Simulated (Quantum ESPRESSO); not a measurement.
# NiO (Fm-3m) in Quantum ESPRESSO: a series of runs

One crystal, NiO, is run at these levels: LDA+U, PBEsol+U; tasks: single point.

Program: Quantum ESPRESSO 7.5. These are calculated values, not measurements. Logs are shortened: lines on timing, memory, paths and dates and some standing lists are left out, and cuts for length are marked.

## 1. The crystal as given

It takes space group Fm-3m (No. 225, cubic). The conventional cell has a = 4.183 Å, b = 4.183 Å, c = 4.183 Å, α = 90.00°, β = 90.00°, γ = 90.00°. Around Ni (site symmetry m-3m) lie 6 O at 2.09 Å. O (site symmetry m-3m) has 6 Ni at 2.09 Å as nearest neighbours.

## 2. Single point, LDA+U, collinear spin, ferromagnetic start

Input file pw.in:

```
&CONTROL
  calculation = 'scf'
  prefix = 'pwscf'
  outdir = './tmp'
  pseudo_dir = './pseudo'
  tprnfor = .true.
  tstress = .true.
  disk_io = 'low'
/
&SYSTEM
  ibrav = 0
  nat = 2
  ntyp = 2
  ecutwfc = 104
  nbnd = 22
  occupations = 'smearing'
  smearing = 'gaussian'
  degauss = 0.00367493
  nspin = 2
  starting_magnetization(1) = 0.1111
  starting_magnetization(2) = 0
/
&ELECTRONS
  conv_thr = 8d-08
  electron_maxstep = 100
  mixing_beta = 0.7
  mixing_ndim = 20
/
ATOMIC_SPECIES
Ni    58.6934 Ni.upf
O     15.9990 O.upf
CELL_PARAMETERS angstrom
   0.0000000000    2.0913095100    2.0913095100
   2.0913095100    0.0000000000    2.0913095100
   2.0913095100    2.0913095100    0.0000000000
ATOMIC_POSITIONS crystal
Ni     0.0000000000    0.0000000000    0.0000000000
O      0.5000000000    0.5000000000    0.5000000000
K_POINTS automatic
8 8 8 0 0 0
HUBBARD {ortho-atomic}
U Ni-3d 7.0
```

Input file pp_density.in:

```
&INPUTPP
  prefix = 'pwscf'
  outdir = './tmp'
  filplot = 'density.dat'
  plot_num = 0
/
&PLOT
  nfile = 1
  filepp(1) = 'density.dat'
  iflag = 3
  output_format = 6
  fileout = 'density.cube'
/
```

Input file pp_potential.in:

```
&INPUTPP
  prefix = 'pwscf'
  outdir = './tmp'
  filplot = 'potential.dat'
  plot_num = 11
/
&PLOT
  nfile = 1
  filepp(1) = 'potential.dat'
  iflag = 3
  output_format = 6
  fileout = 'potential.cube'
/
```

Input file pp_spin.in:

```
&INPUTPP
  prefix = 'pwscf'
  outdir = './tmp'
  filplot = 'spin.dat'
  plot_num = 6
/
&PLOT
  nfile = 1
  filepp(1) = 'spin.dat'
  iflag = 3
  output_format = 6
  fileout = 'spin.cube'
/
```

Input file pp_elf.in:

```
&INPUTPP
  prefix = 'pwscf'
  outdir = './tmp'
  filplot = 'elf.dat'
  plot_num = 8
/
&PLOT
  nfile = 1
  filepp(1) = 'elf.dat'
  iflag = 3
  output_format = 6
  fileout = 'elf.cube'
/
```

Potentials or basis: PseudoDojo 0.4.1 SR LDA stringent.

Command:

```sh
$ OMP_NUM_THREADS=1 mpirun -n 2 pw.x -nk 2 -in pw.in > pw.out
$ OMP_NUM_THREADS=1 mpirun -n 1 pp.x -in pp_density.in > pp_density.out
$ OMP_NUM_THREADS=1 mpirun -n 1 pp.x -in pp_potential.in > pp_potential.out
$ OMP_NUM_THREADS=1 mpirun -n 1 pp.x -in pp_spin.in > pp_spin.out
$ OMP_NUM_THREADS=1 mpirun -n 1 pp.x -in pp_elf.in > pp_elf.out
```

pw.out:

```text
This program is part of the open-source Quantum ESPRESSO suite
     for quantum simulation of materials; please cite
         "P. Giannozzi et al., J. Phys.:Condens. Matter 21 395502 (2009);
         "P. Giannozzi et al., J. Phys.:Condens. Matter 29 465901 (2017);
         "P. Giannozzi et al., J. Chem. Phys. 152 154105 (2020);
     in publications or presentations arising from this work. More details at

     Message from routine setup:
     using ibrav=0 with symmetry is DISCOURAGED, use correct ibrav instead

     K-points division:     npool     =       2
     Subspace diagonalization in iterative solution of the eigenvalue problem:
     a serial algorithm will be used

     G-vector sticks info
     --------------------
     sticks:   dense  smooth     PW     G-vecs:    dense   smooth      PW
     Sum         889     889    265                17573    17573    2891

     Using Slab Decomposition

     bravais-lattice index     =            0
     lattice parameter (alat)  =       5.5890  a.u.
     unit-cell volume          =     123.4473 (a.u.)^3
     number of atoms/cell      =            2
     number of atomic types    =            2
     number of electrons       =        24.00
     number of Kohn-Sham states=           22
     kinetic-energy cutoff     =     104.0000  Ry
     charge density cutoff     =     416.0000  Ry
     scf convergence threshold =      8.0E-08
     mixing beta               =       0.7000
     number of iterations used =           20  plain     mixing
     Exchange-correlation= SLA  PW   NOGX NOGC
                           (   1   4   0   0   0   0   0)
     Hubbard projectors: ortho-atomic
     Hubbard parameters of DFT+U (Dudarev formulation) in eV:
     U(Ni-3d) =  7.0000

     Internal variables: lda_plus_u =T, lda_plus_u_kind = 0

     Internal variables: orbital_resolved =F, hub_pot_fix =F, apply_U = F

     celldm(1)=   5.588975  celldm(2)=   0.000000  celldm(3)=   0.000000
     celldm(4)=   0.000000  celldm(5)=   0.000000  celldm(6)=   0.000000

     crystal axes: (cart. coord. in units of alat)
               a(1) = (   0.000000   0.707107   0.707107 )
               a(2) = (   0.707107   0.000000   0.707107 )
               a(3) = (   0.707107   0.707107   0.000000 )

     reciprocal axes: (cart. coord. in units 2 pi/alat)
               b(1) = ( -0.707107  0.707107  0.707107 )
               b(2) = (  0.707107 -0.707107  0.707107 )
               b(3) = (  0.707107  0.707107 -0.707107 )

     PseudoPot. # 1 for Ni read from file:
     Ni.upf
     Pseudo is Norm-conserving + core correction, Zval = 18.0
     Generated using ONCVPSP code by D. R. Hamann
     Using radial grid of 1340 points,  6 beta functions with:
                l(1) =   0
                l(2) =   0
                l(3) =   1
                l(4) =   1
                l(5) =   2
                l(6) =   2

     PseudoPot. # 2 for O  read from file:
     O.upf
     Pseudo is Norm-conserving + core correction, Zval =  6.0
     Generated using ONCVPSP code by D. R. Hamann
     Using radial grid of  926 points,  5 beta functions with:
                l(1) =   0
                l(2) =   0
                l(3) =   1
                l(4) =   1
                l(5) =   2

     atomic species   valence    mass     pseudopotential
     Ni               18.00    58.69340     Ni( 1.00)
     O                 6.00    15.99900     O ( 1.00)

     Starting magnetic structure
     atomic species   magnetization
     Ni              0.111
     O               0.000

     48 Sym. Ops., with inversion, found

   Cartesian axes

     site n.     atom                  positions (alat units)
         1        Ni     tau(   1) = (   0.0000000   0.0000000   0.0000000  )
         2        O      tau(   2) = (   0.7071068   0.7071068   0.7071068  )

     number of k points=    29  Gaussian smearing, width (Ry)=  0.0037
                       cart. coord. in units 2pi/alat
        k(    1) = (   0.0000000   0.0000000   0.0000000), wk =   0.0019531
        k(    2) = (   0.0883883   0.0883883  -0.0883883), wk =   0.0156250
        k(    3) = (   0.1767767   0.1767767  -0.1767767), wk =   0.0156250
        k(    4) = (   0.2651650   0.2651650  -0.2651650), wk =   0.0156250
        k(    5) = (  -0.3535534  -0.3535534   0.3535534), wk =   0.0078125
        k(    6) = (   0.1767767   0.0000000   0.0000000), wk =   0.0117188
[... 21 lines left out ...]
        k(   28) = (  -0.7071068   0.1767767  -0.0000000), wk =   0.0234375
        k(   29) = (  -0.7071068   0.3535534   0.0000000), wk =   0.0117188

     Dense  grid:    17573 G-vectors     FFT dimensions: (  40,  40,  40)

     Generating pointlists ...
     new r_m :   0.2917 (alat units)  1.6302 (a.u.) for type    1
     new r_m :   0.2917 (alat units)  1.6302 (a.u.) for type    2

     Initial potential from superposition of free atoms

     starting charge      23.9998, renormalised to      24.0000

     STARTING HUBBARD OCCUPATIONS:

     =================== HUBBARD OCCUPATIONS ===================
     ------------------------ ATOM    1 ------------------------
     Tr[ns(  1)] (up, down, total) =   5.00000  3.00000  8.00000
     Atomic magnetic moment for atom   1 =   2.00000
     SPIN  1
     eigenvalues:
       1.000  1.000  1.000  1.000  1.000
     eigenvectors (columns):
       1.000  0.000  0.000  0.000  0.000
       0.000  1.000  0.000  0.000  0.000
       0.000  0.000  1.000  0.000  0.000
       0.000  0.000  0.000  1.000  0.000
       0.000  0.000  0.000  0.000  1.000
     occupation matrix ns (before diag.):
       1.000  0.000  0.000  0.000  0.000
       0.000  1.000  0.000  0.000  0.000
       0.000  0.000  1.000  0.000  0.000
       0.000  0.000  0.000  1.000  0.000
       0.000  0.000  0.000  0.000  1.000
     SPIN  2
     eigenvalues:
       0.600  0.600  0.600  0.600  0.600
     eigenvectors (columns):
       1.000  0.000  0.000  0.000  0.000
       0.000  1.000  0.000  0.000  0.000
       0.000  0.000  1.000  0.000  0.000
       0.000  0.000  0.000  1.000  0.000
       0.000  0.000  0.000  0.000  1.000
     occupation matrix ns (before diag.):
       0.600  0.000  0.000  0.000  0.000
       0.000  0.600  0.000  0.000  0.000
       0.000  0.000  0.600  0.000  0.000
       0.000  0.000  0.000  0.600  0.000
       0.000  0.000  0.000  0.000  0.600

     Number of occupied Hubbard levels =    8.0000

     Atomic wfc used for Hubbard projectors are orthogonalized

     Starting wfcs are   14 randomized atomic wfcs +    8 random wfcs

     Self-consistent Calculation

     iteration #  1     ecut=   104.00 Ry     beta= 0.70
     Davidson diagonalization with overlap
     ethr =  1.00E-02,  avg # of iterations =  5.9

     =================== HUBBARD OCCUPATIONS ===================
     ------------------------ ATOM    1 ------------------------
     Tr[ns(  1)] (up, down, total) =   4.99199  3.40513  8.39712
     Atomic magnetic moment for atom   1 =   1.58686
     SPIN  1
     eigenvalues:
       0.998  0.998  0.999  0.999  0.999
     eigenvectors (columns):
      -0.618 -0.786  0.000 -0.000  0.000
      -0.000  0.000 -0.289 -0.323 -0.901
      -0.000  0.000 -0.601 -0.672  0.433
       0.786 -0.618 -0.000  0.000 -0.000
       0.000 -0.000  0.745 -0.667  0.000
     occupation matrix ns (before diag.):
       0.998 -0.000 -0.000  0.000  0.000
      -0.000  0.999 -0.000  0.000  0.000
      -0.000 -0.000  0.999  0.000  0.000
       0.000  0.000  0.000  0.998 -0.000
       0.000  0.000  0.000 -0.000  0.999
     SPIN  2
     eigenvalues:
       0.356  0.356  0.898  0.898  0.898
     eigenvectors (columns):
       0.658  0.753  0.000  0.000  0.000
       0.000 -0.000 -0.299  0.453 -0.840
       0.000 -0.000 -0.592  0.602  0.536
      -0.753  0.658 -0.000 -0.000 -0.000
      -0.000  0.000  0.748  0.657  0.088
     occupation matrix ns (before diag.):
       0.356 -0.000 -0.000  0.000  0.000
      -0.000  0.898 -0.000  0.000  0.000
      -0.000 -0.000  0.898  0.000  0.000
       0.000  0.000  0.000  0.356 -0.000
       0.000  0.000  0.000 -0.000  0.898

     Number of occupied Hubbard levels =    8.3971

     Threshold (ethr) on eigenvalues was too large:
     Diagonalizing with lowered threshold

     Davidson diagonalization with overlap
     ethr =  7.42E-04,  avg # of iterations =  1.3

     total energy              =    -370.84388323 Ry
     estimated scf accuracy    <       0.17756520 Ry
[... 74 lines left out ...]
     iteration #  9     ecut=   104.00 Ry     beta= 0.70
     Davidson diagonalization with overlap
     ethr =  1.32E-09,  avg # of iterations =  1.6

     Magnetic moment per site  (integrated on atomic sphere of radius R)
     atom   1 (R=0.292)  charge= 15.6096  magn=  1.7053
     atom   2 (R=0.292)  charge=  5.7129  magn=  0.2243

     End of self-consistent calculation

     =================== HUBBARD OCCUPATIONS ===================
     ------------------------ ATOM    1 ------------------------
     Tr[ns(  1)] (up, down, total) =   4.99150  3.27523  8.26673
     Atomic magnetic moment for atom   1 =   1.71627
     SPIN  1
     eigenvalues:
       0.998  0.998  0.999  0.999  0.999
     eigenvectors (columns):
      -0.634  0.773  0.000 -0.000 -0.000
      -0.000 -0.000 -0.296 -0.359  0.885
      -0.000 -0.000 -0.605 -0.647 -0.464
       0.773  0.634 -0.000  0.000  0.000
       0.000  0.000  0.740 -0.672 -0.026
     occupation matrix ns (before diag.):
       0.998 -0.000 -0.000  0.000  0.000
      -0.000  0.999 -0.000  0.000  0.000
      -0.000 -0.000  0.999  0.000  0.000
       0.000  0.000  0.000  0.998 -0.000
       0.000  0.000  0.000 -0.000  0.999
     SPIN  2
     eigenvalues:
       0.142  0.142  0.997  0.997  0.997
     eigenvectors (columns):
      -0.693  0.721 -0.000 -0.000  0.000
      -0.000 -0.000  0.314 -0.638 -0.703
      -0.000 -0.000  0.597 -0.443  0.669
       0.721  0.693  0.000 -0.000 -0.000
       0.000  0.000 -0.738 -0.630  0.241
     occupation matrix ns (before diag.):
       0.142 -0.000 -0.000  0.000  0.000
      -0.000  0.997 -0.000  0.000  0.000
      -0.000 -0.000  0.997  0.000  0.000
       0.000  0.000  0.000  0.142 -0.000
       0.000  0.000  0.000 -0.000  0.997

     Number of occupied Hubbard levels =    8.2667

 ------ SPIN UP ------------

          k = 0.0000 0.0000 0.0000 (  2229 PWs)   bands (ev):

   -90.2537 -51.0816 -51.0816 -51.0816  -5.5604   6.6408   6.6408   7.2948
     7.2948   7.2948  11.5903  11.5903  11.5903  15.6673  31.7129  32.6286
    32.6286  32.6286  35.7617  35.7617  35.7617  39.4200
[... 111 lines left out ...]
   -90.2505 -51.1045 -51.0994 -51.0905  -4.2092   6.0850   6.1196   6.7070
     7.5944   8.1283   9.4773  10.0353  11.6369  21.5258  24.2291  24.5847
    29.5745  32.3183  39.6485  43.2802  43.5917  45.5105

          k =-0.7071 0.0000 0.0000 (  2200 PWs)   bands (ev):

   -90.2509 -51.1088 -51.0929 -51.0929  -4.3878   6.4989   6.9599   7.4131
     7.9827   8.2460   8.2460  10.1945  10.1945  19.8179  24.7015  25.9375
    30.4171  30.4171  42.2273  45.4574  45.9524  46.5735

          k = 0.3536 0.1768 0.0000 (  2202 PWs)   bands (ev):
[... 31 lines left out ...]
   -90.2507 -51.1031 -51.0992 -51.0897  -4.1649   5.6461   5.9069   6.4970
     7.6731   8.0441   9.9059  10.2096  12.1211  22.6459  23.3433  24.6970
    28.4070  35.7685  35.8540  43.0718  44.2172  44.9222

          k =-0.7071 0.1768-0.0000 (  2224 PWs)   bands (ev):

   -90.2506 -51.1067 -51.0954 -51.0932  -4.2879   6.3606   6.4571   6.9068
     7.8015   8.2463   8.9527  10.1440  10.7512  20.8229  24.6307  25.2666
    28.9864  32.1448  40.6048  42.9966  45.5301  46.6420

          k =-0.7071 0.3536 0.0000 (  2208 PWs)   bands (ev):

   -90.2502 -51.1012 -51.1012 -51.0934  -4.1828   5.8079   6.5135   6.5135
     7.7539   8.2465   9.7711   9.7711  11.1162  22.2720  24.6687  24.6687
    27.1830  35.8385  35.8385  43.8137  45.0632  46.7172

 ------ SPIN DOWN ----------

          k = 0.0000 0.0000 0.0000 (  2229 PWs)   bands (ev):

   -88.3312 -49.0946 -49.0946 -49.0946  -5.1975   8.5190   8.5190   8.5190
    12.0071  12.0071  12.0071  15.2419  15.2419  16.0232  31.7385  32.9777
    32.9777  32.9777  36.2748  36.2748  36.2748  40.1359
[... 111 lines left out ...]
   -88.3273 -49.1200 -49.1139 -49.1044  -3.3514   7.1588   7.3964   9.4497
    10.1808  10.3155  10.4289  16.1619  16.5503  21.9988  24.6194  24.9244
    29.9937  32.7078  39.8468  43.6225  44.1576  46.1333

          k =-0.7071 0.0000 0.0000 (  2200 PWs)   bands (ev):

   -88.3267 -49.1248 -49.1071 -49.1071  -3.3973   7.5994   7.7285   9.5808
     9.5808  10.5808  10.5808  15.6528  16.0925  20.2945  25.0472  26.3517
    30.8166  30.8166  42.8921  45.6158  46.7191  46.7352

          k = 0.3536 0.1768 0.0000 (  2202 PWs)   bands (ev):
[... 31 lines left out ...]
   -88.3278 -49.1181 -49.1141 -49.1034  -3.4182   6.9562   7.3403   9.3431
     9.9699  10.3468  10.9917  16.0447  16.9631  23.1608  23.7371  25.0403
    28.8111  36.1281  36.1503  43.3745  44.6655  45.5077

          k =-0.7071 0.1768-0.0000 (  2224 PWs)   bands (ev):

   -88.3269 -49.1224 -49.1099 -49.1071  -3.3528   7.4622   7.5088   9.5811
     9.9712   9.9880  10.6607  15.9102  16.2758  21.3174  24.9744  25.6549
    29.4076  32.5277  40.8375  43.6427  46.1858  46.7854

          k =-0.7071 0.3536 0.0000 (  2208 PWs)   bands (ev):

   -88.3272 -49.1163 -49.1163 -49.1071  -3.3077   7.3379   7.3379   9.4717
     9.5814  10.5379  10.5379  15.9794  16.4813  22.8753  25.0218  25.0218
    27.5746  36.1606  36.1606  44.5121  45.5688  46.8397

     the Fermi energy is    14.2135 ev

!    total energy              =    -371.00441575 Ry
     estimated scf accuracy    <          4.7E-09 Ry
     smearing contrib. (-TS)   =      -0.00000000 Ry
     internal energy E=F+TS    =    -371.00441575 Ry

     The total energy is F=E-TS. E is the sum of the following terms:
     one-electron contribution =    -191.09379160 Ry
     hartree contribution      =     110.07240999 Ry
     xc contribution           =     -51.44563585 Ry
     ewald contribution        =    -238.60470552 Ry
     Hubbard energy            =       0.06730723 Ry

     total magnetization       =     2.00 Bohr mag/cell
     absolute magnetization    =     2.00 Bohr mag/cell

     convergence has been achieved in   9 iterations

     Forces acting on atoms (cartesian axes, Ry/au):

     atom    1 type  1   force =    -0.00000000   -0.00000000    0.00000000
     atom    2 type  2   force =     0.00000000    0.00000000   -0.00000000

     Total force =     0.000000     Total SCF correction =     0.000000

     Computing stress (Cartesian axis) and pressure

          total   stress  (Ry/bohr**3)                   (kbar)     P=      -60.20
  -0.00040921  -0.00000000  -0.00000000          -60.20       -0.00       -0.00
  -0.00000000  -0.00040921  -0.00000000           -0.00      -60.20       -0.00
  -0.00000000  -0.00000000  -0.00040921           -0.00       -0.00      -60.20

=------------------------------------------------------------------------------=
   JOB DONE.
=------------------------------------------------------------------------------=
```

Wall time 25 s (2 MPI ranks of Arm Neoverse V2, shared host); peak memory 0.22 GiB.

Results:

| Quantity | Value |
| --- | --- |
| Free energy | -5047.7722 eV |
| Pressure | -6.0 GPa |
| Band gap on the k mesh | 1.95 eV, indirect (least direct gap 2.78 eV) |
| Net moment | 2.00 μB per cell |
| Absolute moment | 2.00 μB per cell |
| Site moments | Ni +1.71; O +0.22 μB |
| Valence electrons inside the program's atomic spheres | Ni 15.61; O 5.71 |

Eigenvalues of the final occupation matrices:
| site | spin | trace | eigenvalues |
| --- | --- | --- | --- |
| Ni 1 3d | 1 | 4.99 | 1.00 1.00 1.00 1.00 1.00 |
| Ni 1 3d | 2 | 3.28 | 0.14 0.14 1.00 1.00 1.00 |

Caveat: a cell with one magnetic atom can't hold antiferromagnetic order, which such compounds often take.

[end of part 1 of 2]
